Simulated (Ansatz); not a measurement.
Method: Ansatz 0.2.0, DFT PBE, scalar-relativistic, plane waves, PAW. All cells share a 420 eV cutoff and Γ-centred k meshes spaced at most about 0.3 Å⁻¹ (2π included). No spin polarisation.

These are static total energies at zero pressure.

Compare these two cells of ZrSi₃O₈, each relaxed at this level.

A.

```
Zr Si O
1.0
     3.76233   -3.83070    0.00000
     3.76233    3.83070    0.00000
    -0.00505    0.00000    7.60723
Zr Si O
1 3 8
Direct
  0.22973 0.77027 0.00000
  0.77322 0.22678 0.50000
  0.72508 0.72594 0.73042
  0.27406 0.27492 0.26958
  0.28820 0.56513 0.20889
  0.01054 0.21187 0.36798
  0.79234 0.48998 0.60557
  0.89181 0.71801 0.91022
  0.78813 0.98946 0.63202
  0.51002 0.20766 0.39443
  0.28199 0.10819 0.08978
  0.43487 0.71180 0.79111
```

B.

```
Zr Si O
1.0
     3.03898   -3.18255    0.00000
     3.03898    3.18255    0.00000
     0.00000    0.00000    5.75157
Zr Si O
1 3 8
Direct
  0.50000 0.50000 0.50000
  0.00000 0.00000 0.76332
  0.00000 0.00000 0.23668
  0.50000 0.50000 0.00000
  0.70424 0.70424 0.78074
  0.70424 0.70424 0.21926
  0.80654 0.19345 0.00000
  0.82647 0.17353 0.50000
  0.29576 0.29576 0.78074
  0.29576 0.29576 0.21926
  0.19345 0.80654 0.00000
  0.17353 0.82647 0.50000
```

Question: Which form is favoured at zero pressure, and by what margin per atom?

Answer: A is lower, by 252 meV/atom. A has space group C2 (No. 5), 18.3 Å³/atom and a gap of 5.19 eV on its mesh; B has Zr and Si ordered on rutile sites, space group Cmmm (No. 65), 9.3 Å³/atom and a gap of 2.94 eV. Counting O atoms around Si and Zr (those within 1.25 times the shortest such distance or 1.15 times the sum of covalent radii, 1.27 where that leaves under three; a plus sign parts nearer from farther groups; a slash parts the counts of unlike sites), A has Zr 4, Si 4 and B has Zr 6, Si 4+2/6. The lower one is the more open, so pressure narrows the difference. In A, Zr has 4 O at 1.95–1.96 Å; Si on a site of symmetry 2 has 4 O at 1.63 Å; O on its first site is surrounded by 1 Si at 1.63 Å and 1 Zr at 1.96 Å; 4 more sites not described. In B, Zr has 6 O at 2.04–2.08 Å and 2 Si at 2.88 Å; Si on a site of symmetry mm2 is surrounded by 6 O at 1.80–1.87 Å; O on a site of symmetry m is surrounded by 2 Si at 1.77–1.80 Å and 1 Zr at 2.04 Å; 3 more sites not described. Both come from invented guesses. Checks on A: no imaginary mode at Γ (other wave vectors untested).

Kohn–Sham gaps at this level usually fall short of measured ones. Cells relaxed within their symmetry can be saddle points.
